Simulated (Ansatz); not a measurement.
# CoSn: the cost of one run

Method: DFT PBE, scalar-relativistic, plane waves, PAW, in Ansatz 0.2.0.

1 further run of the same task is left out (set aside as unsound or not needed).

## (1) The starting structure

Symmetry: P6/mmm, No. 191, hexagonal system. Conventional cell: a = 5.297 Å, b = 5.297 Å, c = 4.230 Å, α = 90.00°, β = 90.00°, γ = 120.00°. Co (site symmetry mmm) has 6 Sn at 2.61 to 2.65 Å and 4 Co at 2.65 Å as nearest neighbours. Around Sn (site symmetry -6m2) lie 6 Co at 2.61 Å. Around Sn (site symmetry 6/mmm) lie 6 Co at 2.65 Å.

Coordinates:

```
Co Sn
1.0
     5.29659    0.00000    0.00000
    -2.64829    4.58698    0.00000
     0.00000    0.00000    4.23029
Co Sn
3 3
Direct
  0.00000 0.50000 0.00000
  0.50000 0.50000 0.00000
  0.50000 0.00000 0.00000
  0.66667 0.33333 0.50000
  0.33333 0.66667 0.50000
  0.00000 0.00000 0.00000
```

It goes back to an entry of the Materials Project.

It is the result of an earlier relaxation at this level (volume 17.13 Å³/atom; gap on the mesh: none (metal)).

## (2) Static run: bands, density of states and charges

The input, input.yaml:

```yaml
crystal:
  lattice:
    - [5.2965850043, 0.0, 0.0]
    - [-2.6482925021, 4.586977167, 0.0]
    - [0.0, 0.0, 4.2302876754]
  atoms:
    - { symbol: Co, position: [0.0, 0.5, 0.0] }
    - { symbol: Co, position: [0.5, 0.5, 0.0] }
    - { symbol: Co, position: [0.5, 0.0, 0.0] }
    - { symbol: Sn, position: [0.6666666667, 0.3333333333, 0.5] }
    - { symbol: Sn, position: [0.3333333333, 0.6666666667, 0.5] }
    - { symbol: Sn, position: [0.0, 0.0, 0.0] }
basis:
  ecutwfc: 420
kpoints:
  mp_grid: { grid: [12, 12, 8] }
  band_path:
    path:
      - [[0.0, 0.0, 0.0], [0.5, 0.0, 0.0], [0.33333333, 0.33333333, 0.0], [0.0, 0.0, 0.0], [0.0, 0.0, 0.5], [0.5, 0.0, 0.5], [0.33333333, 0.33333333, 0.5], [0.0, 0.0, 0.5]]
      - [[0.5, 0.0, 0.5], [0.5, 0.0, 0.0]]
      - [[0.33333333, 0.33333333, 0.5], [0.33333333, 0.33333333, 0.0]]
    npoints: 14
hamiltonian:
  xc: pbe
scf:
  occupations: { method: gaussian, width: 0.1 }
  n_extra_bands: 15
output:
  forces: true
  stress: true
  eigenvalues: true
  populations: true
  dos: { projected: true, de: 0.02, nscf_kmesh: { grid: [18, 18, 12] } }
  bader: true
  write_density: true
  write_potential: true
  elf: true
  volumetric_format: npy
```

Run with:

```console
> ansatz run input.yaml --threads 2 --pin off --max-ram 5120MiB --backend cpu --events-out ev --progress --plain --runs-dir out
```

Q: Estimate wall time and peak memory on 2 threads of Oxide Virtual Turin-like (Zen 5), shared host.

About 79 s, with a peak of 1.1 GiB.
